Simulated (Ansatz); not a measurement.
# SiC (model cell, started as CsCl type): following an unstable mode, part 2 of 3

Wanted: the energy along a soft mode of SiC (model cell, started as CsCl type) and the structure at the end.

Ansatz 0.2.0; DFT PBEsol, scalar-relativistic, plane waves, norm-conserving pseudopotentials.

So far, highest frequency on the path or at a solved wavevector (cm⁻¹): step 2 (response at finite wavevector) 429. Also lowest frequency on the path (cm⁻¹): step 2 -795.

The structure was built from a prototype and need not be the compound's stable phase.

### 4. The mode frozen in, largest atomic shift 0.6 Å

The atoms are moved along the unstable eigenvector, the largest shift by 0.6 Å, with the cell fixed.

The input, input.yaml:

```yaml
crystal:
  lattice:
    - [-2.6224102767, 0.0, 0.0]
    - [0.0, -2.6224102767, -2.6224102767]
    - [0.0, -2.6224102767, 2.6224102767]
  atoms:
    - { symbol: Si, position: [0.0, 0.5, 0.5] }
    - { symbol: Si, position: [0.0, 0.0, 0.0] }
    - { symbol: C, position: [0.728797151, 0.0, 0.5] }
    - { symbol: C, position: [0.271202849, 0.5, 0.0] }
kpoints:
  mp_grid: { grid: [16, 12, 12] }
hamiltonian:
  xc: pbesol
  pseudopotentials: { kind: nc }
scf:
  occupations: { method: methfessel_paxton, width: 0.2 }
output:
  forces: true
  stress: true
  eigenvalues: true
```

Run with:

```bash
> ansatz run input.yaml --threads 4 --pin off --max-ram 10240MiB --backend cpu --events-out ev --progress --plain --runs-dir out
```

Numbers of over 12 decimals in the logs are rounded to 6 here.

Log:

```text
[...]
Crystal: 4 atoms, lattice volume = 36.069 Å³
Basis set: ecut = 1115.666836 eV, 3067 PW (Γ), exchange–correlation on 60×90×90 points (8 copies of the dense FFT grid, shifted against one another)
Bands: 12, of which v1, the nominal top of the filled ones, is band 8 counted from 1 (7 counted from 0)
Symmetry: 16 space group operations
[...]
k-points: 252 of 2304
[...]
--- Band table (eV; the first three rows and the last of 252) ---
  k-point 0: bands = [... 4 lower, 7.3867, 10.7434, 10.7434, 12.4024, 15.5483, 15.6168, 17.0101, 17.5159]
  k-point 1: bands = [... 4 lower, 7.8634, 10.4292, 10.4832, 12.5035, 15.5740, 15.8357, 17.0808, 17.8243]
  k-point 2: bands = [... 4 lower, 9.0192, 9.7180, 9.8293, 12.7140, 15.4422, 16.5195, 17.3006, 18.6045]
  k-point 251: bands = [... 4 lower, 5.9044, 5.9044, 6.4822, 6.4822, 17.8022, 17.8022, 19.9222, 19.9222]
[key lines of the parts left out:]
SCF converged after 7 iterations
Free energy (F): -553.138984 eV
Fermi energy:    13.173026 eV
P = ⅓ Tr σ = -1.3642 GPa (-13.642 kbar)
```

It took 8 s on 4 threads of Arm Neoverse V1, shared host; peak memory 0.59 GiB; 31 s of CPU time.

Numbers from this step:

```yaml
pressure: -1.364 GPa
energy_from_the_undistorted_cell: -737.8 meV/atom
```

The energy, extrapolated to zero smearing, is -737.75 meV/atom against the undistorted cell.

The run ends at a pressure of -1.36 GPa, with forces up to 1.3 eV/Å.

### 5. Energy along the mode, all amplitudes (two of the runs are shown above)

An imaginary frequency means negative curvature, so the energy should fall and then rise again as anharmonic terms take over.

Numbers from this step:

```yaml
depth_at_the_lowest_point_sampled: 737.8 meV/atom
largest_atomic_shift_at_that_point: 0.6 Å
```

Energy from the parent against largest atomic shift:

```
largest atomic shift (Å)  energy from the parent (meV/atom)
                   0.000                                  0
                   0.040                              -10.6
                   0.080                              -41.7
                   0.140                               -115
                   0.220                               -241
                   0.320                               -406
                   0.450                               -593
                   0.600                               -738
```

Displacement at unit largest shift by atom:

```
atom  x (Å)  y (Å)  z (Å)  size
 Si1   0.00   0.00   0.00  0.00
 Si2   0.00   0.00   0.00  0.00
  C3  -1.00   0.00   0.00  1.00
  C4   1.00   0.00   0.00  1.00
```

The lowest of the steps tried is the last one, at 0.6 Å, 738 meV/atom below the parent; the bottom of the well need not coincide with a step.

### 6. Relaxing from the distorted cell

Starting from the lowest point found, all atoms and the cell are let go, so that strain and other modes of the same symmetry can join in.

input.yaml: that of step 4 with these lines changed.

```diff
@@ -21 +21,6 @@
   eigenvalues: true
+relax:
+  adjacent_minimum: "off"
+  f_tol: 0.002
+  max_steps: 120
+  cell: { stress_tol: 0.03 }
```

Log:

```text
[...]
Crystal: 4 atoms, lattice volume = 36.069 Å³
Basis set: ecut = 1115.666836 eV, 3067 PW (Γ), exchange–correlation on 60×90×90 points (8 copies of the dense FFT grid, shifted against one another)
Bands: 12, of which v1, the nominal top of the filled ones, is band 8 counted from 1 (7 counted from 0)
Symmetry: 16 space group operations
[...]
k-points: 252 of 2304
[...]
SCF iter   1: F=—  HF=-554.590448 eV  |F-HF|=—  |Δ(HF+E_count)|=         —  Δρ=1.05e-1  dr2=4.87e0  ethr=3.10e-3  ⟨swp⟩=5.1  Hψ=18972  notcnv=0
[...]
SCF iter   7: F=-553.138984 eV  HF=-553.138984 eV  |F-HF|=2.39e-10  |Δ(HF+E_count)|=   1.34e-8  S|Δr|=    0.00e0  Δρ=2.19e-6  dr2=8.53e-10  ethr=4.39e-10  ⟨swp⟩=2.2  Hψ=11123  notcnv=0
SCF 1 converged in 7 iterations: F = -553.138984 eV  dr2 = 8.53e-10
relax step   1: F+E_penalty+E_count = -553.13898403 eV  Δ(F+E_penalty+E_count) = +0.000e0 eV  max|allowed force component| = 1.321e0 eV/Å  Δτ_max = 0.0000 Å  P = -1.364 GPa  Ω = 36.069 Å³  (7 SCF iters, dr2 threshold 1.00e-7 eV, accepted)
Crystal: 4 atoms, lattice volume = 37.683 Å³
Basis set: ecut = 1115.666836 eV, 3179 PW (Γ), exchange–correlation on 60×90×90 points (8 copies of the dense FFT grid, shifted against one another)
[...]
SCF iter   6: F=-553.429189 eV  HF=-553.429189 eV  |F-HF|=7.62e-9  |Δ(HF+E_count)|=   8.84e-7  S|Δr|=    0.00e0  Δρ=1.04e-5  dr2=7.51e-9  ethr=2.50e-9  ⟨swp⟩=5.5  Hψ=15282  notcnv=0
SCF 2 converged in 6 iterations: F = -553.429189 eV  dr2 = 7.51e-9
relax step   2: F+E_penalty+E_count = -553.42918933 eV  Δ(F+E_penalty+E_count) = -2.902e-1 eV  max|allowed force component| = 7.481e-1 eV/Å  Δτ_max = 0.0766 Å  P = -4.539 GPa  Ω = 37.683 Å³  energy of the carried Pulay correction = -7.572e-4 eV  (6 SCF iters, dr2 threshold 4.00e-7 eV, accepted)
Crystal: 4 atoms, lattice volume = 37.293 Å³
Basis set: ecut = 1115.666836 eV, 3131 PW (Γ), exchange–correlation on 60×90×90 points (8 copies of the dense FFT grid, shifted against one another)
[...]
SCF iter   6: F=-553.621351 eV  HF=-553.621351 eV  |F-HF|=4.34e-9  |Δ(HF+E_count)|=   7.15e-7  S|Δr|=    0.00e0  Δρ=7.32e-6  dr2=3.82e-9  ethr=2.50e-9  ⟨swp⟩=6.5  Hψ=16110  notcnv=0
SCF 3 converged in 6 iterations: F = -553.621351 eV  dr2 = 3.82e-9
relax step   3: F+E_penalty+E_count = -553.62135080 eV  Δ(F+E_penalty+E_count) = -1.922e-1 eV  max|allowed force component| = 4.180e-1 eV/Å  Δτ_max = 0.0890 Å  P = +9.297 GPa  Ω = 37.293 Å³  energy of the carried Pulay correction = -5.774e-4 eV  (6 SCF iters, dr2 threshold 4.00e-7 eV, accepted)
[... from here on, the SCF cycles and remarks between the steps are left out ...]
relax step   4: F+E_penalty+E_count = -553.74679519 eV  Δ(F+E_penalty+E_count) = -1.254e-1 eV  max|allowed force component| = 1.655e-1 eV/Å  Δτ_max = 0.0077 Å  P = +2.508 GPa  Ω = 39.107 Å³  energy of the carried Pulay correction = -1.398e-3 eV  (6 SCF iters, dr2 threshold 4.00e-7 eV, accepted)
relax step   5: F+E_penalty+E_count = -553.84327232 eV  Δ(F+E_penalty+E_count) = -9.648e-2 eV  max|allowed force component| = 7.331e-2 eV/Å  Δτ_max = 0.0062 Å  P = +1.558 GPa  Ω = 40.130 Å³  energy of the carried Pulay correction = -1.844e-3 eV  (5 SCF iters, dr2 threshold 4.00e-7 eV, accepted)
relax step   6: F+E_penalty+E_count = -553.91644856 eV  Δ(F+E_penalty+E_count) = -7.318e-2 eV  max|allowed force component| = 1.260e-1 eV/Å  Δτ_max = 0.0123 Å  P = +1.574 GPa  Ω = 41.107 Å³  energy of the carried Pulay correction = -2.259e-3 eV  (5 SCF iters, dr2 threshold 4.00e-7 eV, accepted)
relax step   7: F+E_penalty+E_count = -553.96341248 eV  Δ(F+E_penalty+E_count) = -4.696e-2 eV  max|allowed force component| = 9.511e-2 eV/Å  Δτ_max = 0.0033 Å  P = +0.994 GPa  Ω = 42.068 Å³  energy of the carried Pulay correction = -2.657e-3 eV  (5 SCF iters, dr2 threshold 4.00e-7 eV, accepted)
relax step   8: F+E_penalty+E_count = -553.98145575 eV  Δ(F+E_penalty+E_count) = -1.804e-2 eV  max|allowed force component| = 8.334e-3 eV/Å  Δτ_max = 0.0017 Å  P = +0.348 GPa  Ω = 42.988 Å³  energy of the carried Pulay correction = -3.029e-3 eV  (5 SCF iters, dr2 threshold 4.00e-7 eV, accepted)
relax step   9: F+E_penalty+E_count = -553.98161363 eV  Δ(F+E_penalty+E_count) = -1.579e-4 eV  max|allowed force component| = 9.565e-3 eV/Å  Δτ_max = 0.0014 Å  P = -0.058 GPa  Ω = 43.058 Å³  energy of the carried Pulay correction = -3.057e-3 eV  (4 SCF iters, dr2 threshold 4.00e-7 eV, accepted)
relax step  10: F+E_penalty+E_count = -553.98162032 eV  Δ(F+E_penalty+E_count) = -6.694e-6 eV  max|allowed force component| = 1.572e-3 eV/Å  Δτ_max = 0.0008 Å  P = -0.001 GPa  Ω = 43.076 Å³  energy of the carried Pulay correction = -3.064e-3 eV  (4 SCF iters, dr2 threshold 2.47e-8 eV, accepted)
relax step  11: F+E_penalty+E_count = -554.07808296 eV  Δ(F+E_penalty+E_count) = -9.646e-2 eV  max|allowed force component| = 3.754e-3 eV/Å  Δτ_max = 0.0000 Å  P = +1.527 GPa  Ω = 43.076 Å³  stress off target by 4.10e0 GPa  SCF on the basis re-selected at this cell (its energy is not comparable with the rows above)  (7 SCF iters)
relax step  12: F+E_penalty+E_count = -554.10359804 eV  Δ(F+E_penalty+E_count) = -2.552e-2 eV  max|allowed force component| = 5.076e-2 eV/Å  Δτ_max = 0.0155 Å  P = +0.834 GPa  Ω = 44.373 Å³  energy of the carried Pulay correction = -6.393e-4 eV  (5 SCF iters, dr2 threshold 4.00e-7 eV, accepted)
relax step  13: F+E_penalty+E_count = -554.11469525 eV  Δ(F+E_penalty+E_count) = -1.110e-2 eV  max|allowed force component| = 5.619e-2 eV/Å  Δτ_max = 0.0053 Å  P = -0.268 GPa  Ω = 45.683 Å³  energy of the carried Pulay correction = -1.482e-3 eV  (6 SCF iters, dr2 threshold 4.00e-7 eV, accepted)
relax step  14: F+E_penalty+E_count = -554.11544721 eV  Δ(F+E_penalty+E_count) = -7.520e-4 eV  max|allowed force component| = 1.654e-3 eV/Å  Δτ_max = 0.0061 Å  P = -0.028 GPa  Ω = 46.054 Å³  energy of the carried Pulay correction = -1.762e-3 eV  (5 SCF iters, dr2 threshold 4.00e-7 eV, accepted)
relax step  15: F+E_penalty+E_count = -554.11542212 eV  Δ(F+E_penalty+E_count) = +2.509e-5 eV  max|allowed force component| = 5.976e-4 eV/Å  Δτ_max = 0.0008 Å  P = -0.006 GPa  Ω = 46.152 Å³  energy of the carried Pulay correction = -1.841e-3 eV  (4 SCF iters, dr2 threshold 1.97e-8 eV, accepted)
relax step  16: F+E_penalty+E_count = -554.11881359 eV  Δ(F+E_penalty+E_count) = -3.391e-3 eV  max|allowed force component| = 8.711e-5 eV/Å  Δτ_max = 0.0000 Å  P = +0.036 GPa  Ω = 46.152 Å³  stress off target by 1.82e-1 GPa  SCF on the basis re-selected at this cell (its energy is not comparable with the rows above)  (6 SCF iters)
relax step  17: F+E_penalty+E_count = -554.11889604 eV  Δ(F+E_penalty+E_count) = -8.245e-5 eV  max|allowed force component| = 1.334e-3 eV/Å  Δτ_max = 0.0016 Å  P = -0.004 GPa  Ω = 46.358 Å³  energy of the carried Pulay correction = -8.548e-5 eV  (5 SCF iters, dr2 threshold 8.27e-8 eV, accepted)
relax step  18: F+E_penalty+E_count = -554.11888636 eV  Δ(F+E_penalty+E_count) = +9.681e-6 eV  max|allowed force component| = 2.621e-4 eV/Å  Δτ_max = 0.0003 Å  P = +0.000 GPa  Ω = 46.389 Å³  energy of the carried Pulay correction = -9.867e-5 eV  (6 SCF iters, accepted)
[...]
SCF iter   4: F=-554.118990 eV  HF=-554.118990 eV  |F-HF|=1.25e-12  |Δ(HF+E_count)|=   2.80e-9  S|Δr|=    0.00e0  Δρ=1.70e-7  dr2=1.14e-11  ethr=1.00e-12  ⟨swp⟩=5.2  Hψ=16648  notcnv=0
SCF 19 converged in 4 iterations: F = -554.118990 eV  dr2 = 1.14e-11
relax step  19: F+E_penalty+E_count = -554.11899005 eV  Δ(F+E_penalty+E_count) = -1.037e-4 eV  max|allowed force component| = 2.562e-4 eV/Å  Δτ_max = 0.0000 Å  P = +0.001 GPa  Ω = 46.389 Å³  stress off target by 6.74e-3 GPa  SCF on the basis re-selected at this cell (its energy is not comparable with the rows above)  (4 SCF iters)
[...]
SCF converged after 4 iterations
[...]
Free energy (F): -554.118990 eV
[...]
Internal energy: -554.119329 eV  (E = F + TS)
E sigma→0 (E₀):  -554.119075 eV
Entropy (-TS):   0.000339 eV (0.085 meV/atom)
Fermi energy:    7.887046 eV
[...]
--- Forces (eV/Å), atoms counted from 1 ---
  atom   1  Si     0.00000000     0.00000000    -0.00000000
  atom   2  Si    -0.00000000    -0.00000000     0.00000000
  atom   3  C     -0.00025623     0.00000000     0.00000000
  atom   4  C      0.00025623    -0.00000000    -0.00000000
  max |Σ_I F_I| component: 1.63e-17 eV/Å
--- Stress (GPa, compression-positive) ---
        0.006744      -0.000000      -0.000000
       -0.000000      -0.001552      -0.000000
       -0.000000      -0.000000      -0.001552
  P = ⅓ Tr σ = 0.0012 GPa (0.012 kbar)
--- Band table (eV; the first three rows and the last of 252) ---
  k-point 0: bands = [... 4 lower, 5.3299, 5.5078, 6.7918, 6.7918, 7.1831, 12.8118, 12.9828, 14.0753]
  k-point 1: bands = [... 4 lower, 5.4955, 5.5578, 6.5380, 6.6467, 7.5290, 12.6962, 13.1718, 13.9957]
  k-point 2: bands = [... 4 lower, 5.6404, 5.8143, 5.9664, 6.2349, 8.5191, 12.3770, 13.3469, 13.8722]
  k-point 251: bands = [... 4 lower, 4.1289, 4.1289, 5.1423, 5.1423, 14.3328, 14.3328, 16.0152, 16.0152]
--- Relaxed structure (16 steps of the walk, 16 accepted, 3 SCFs on fresh bases) ---
  F+E_penalty+E_count = -554.11899005 eV   max|allowed force component| = 2.562e-4 eV/Å   (the final SCF, on the basis selected at the relaxed cell)
  cell:  # Å, volume = 46.3888 Å³
    - [-3.837602, 0, 0]
    - [0, -2.458452, -2.458452]
    - [0, -2.458452, 2.458452]
  atoms:
    - { symbol: Si, position: [-2.645998593568289e-18, 0.5, 0.5] }
    - { symbol: Si, position: [-2.645998593568289e-18, 0, 0] }
    - { symbol: C, position: [0.814721, 0.0, 0.5] }
    - { symbol: C, position: [0.185279, 0.5, 0.0] }
```

Wall time 2.5 min (4 threads); peak memory 0.79 GiB; 9.9 min of CPU time.

Step by step:

```
step  energy less that of the first step (eV)  largest force component (eV/Å)  pressure (GPa)  volume (Å³)
   1                                   0.0000                          1.3214           -1.36        36.07
   2                                  -0.2902                          0.7481           -4.54        37.68
   3                                  -0.4824                          0.4180            9.30        37.29
   4                                  -0.6078                          0.1655            2.51        39.11
   5                                  -0.7043                          0.0733            1.56        40.13
   6                                  -0.7775                          0.1260            1.57        41.11
   7                                  -0.8244                          0.0951            0.99        42.07
   8                                  -0.8425                          0.0083            0.35        42.99
   9                                  -0.8426                          0.0096           -0.06        43.06
  10                                  -0.8426                          0.0016            0.00        43.08
 11*                                  -0.9391                          0.0038            1.53        43.08
  12                                  -0.9646                          0.0508            0.83        44.37
  13                                  -0.9757                          0.0562           -0.27        45.68
  14                                  -0.9765                          0.0017           -0.03        46.05
  15                                  -0.9764                          0.0006           -0.01        46.15
 16*                                  -0.9798                          0.0001            0.04        46.15
  17                                  -0.9799                          0.0013            0.00        46.36
  18                                  -0.9799                          0.0003            0.00        46.39
 19*                                  -0.9800                          0.0003            0.00        46.39
```

Relaxation steps marked * repeat the geometry before them on a plane-wave basis chosen anew for their cell, so energy and pressure can jump there.

The run keeps the 16 symmetry operations that it works with, so distortions that break them were not tested.

```
     cell as run  before  after   change
           a (Å)   2.622  3.838  +46.3 %
           b (Å)   3.709  3.477   -6.3 %
           c (Å)   3.709  3.477   -6.3 %
volume (Å³/atom)    9.02  11.60  +28.6 %
```

The atoms that moved most (Å, as changes of fractional coordinates times the final cell):

```
atom      dx     dy     dz  length
  C3  -0.330  0.000  0.000   0.330
  C4   0.330  0.000  0.000   0.330
```

Final coordinates:

```xyz
4
Lattice="-3.8376 0.0000 0.0000 0.0000 -2.4585 -2.4585 0.0000 -2.4585 2.4585" Properties=species:S:1:pos:R:3 pbc="T T T"
Si    0.0000   -2.4585    0.0000
Si    0.0000    0.0000    0.0000
C    -3.1266   -1.2292    1.2292
C    -0.7110   -1.2292   -1.2292
```

This step gave:

| Quantity | Value |
| --- | --- |
| pressure | 0.001213 GPa |
| volume per atom | 11.60 Å³ |

The distorted start has space group P4/nmm; the relaxation ends in P4/nmm.

### 7. The new phase in its own primitive cell

The relaxed structure is symmetrised, reduced to its primitive cell and relaxed tightly, as its phonons need.

input.yaml, the sections that differ from step 6:

```yaml
crystal:
  lattice:
    - [3.4767758454, 0.0, 0.0]
    - [0.0, 3.4767758454, 0.0]
    - [0.0, 0.0, 3.8376016094]
  atoms:
    - { symbol: Si, position: [0.5, 0.5, 0.0] }
    - { symbol: Si, position: [0.0, 0.0, 0.0] }
    - { symbol: C, position: [0.0, 0.5, 0.8147212869] }
    - { symbol: C, position: [0.5, 0.0, 0.1852787131] }
kpoints:
  mp_grid: { grid: [12, 12, 12] }
relax:
  adjacent_minimum: "off"
  f_tol: 0.001
  max_steps: 60
  cell: { stress_tol: 0.01 }
# hamiltonian, scf, output: as in step 6
```

Log:

```text
[...]
Crystal: 4 atoms, lattice volume = 46.389 Å³
Basis set: ecut = 1115.666836 eV, 3929 PW (Γ), exchange–correlation on 80×80×90 points (8 copies of the dense FFT grid, shifted against one another)
Bands: 12, of which v1, the nominal top of the filled ones, is band 8 counted from 1 (7 counted from 0)
Symmetry: 16 space group operations
[...]
k-points: 196 of 1728
[...]
--- Relaxed structure (1 steps of the walk, 1 accepted, 1 SCFs on fresh bases) ---
[...]
cell:  # Å, volume = 46.3888 Å³
    - [3.4767758454, 0.0, 0.0]
    - [0.0, 3.4767758454, 0.0]
    - [0.0, 0.0, 3.8376016094]
  atoms:
    - { symbol: Si, position: [0.500000, 0.500000, 0.0] }
    - { symbol: Si, position: [0.0, 0.0, 0.0] }
    - { symbol: C, position: [0.0, 0.500000, 0.8147212869] }
    - { symbol: C, position: [0.500000, 0.0, 0.1852787131] }
[key lines of the parts left out:]
SCF converged after 6 iterations
Free energy (F): -554.119005 eV
Fermi energy:    7.887276 eV
P = ⅓ Tr σ = 0.0020 GPa (0.020 kbar)
```

Wall time 14 s (4 threads); peak memory 0.69 GiB.

Little changed from the start: no atom moved by 0.005 Å and no cell edge by 0.1 %.

Numbers from this step:

* pressure: 0.001993 GPa

The largest force component left is 0.30 meV/Å and the pressure is 0.002 GPa, within the tolerances set. The cell now holds 11.60 Å³/atom.

[end of part 2 of 3]

[Logs are printed without paths, hosts, clocks, repeated set-up lines and the standing remarks that a program may print on its own settings, such as how far it seeks lower states.]

[Hosts, paths, dates, database ids (printed as entryN), source tags and the programs' standing remarks are cut or masked in the printed files.]
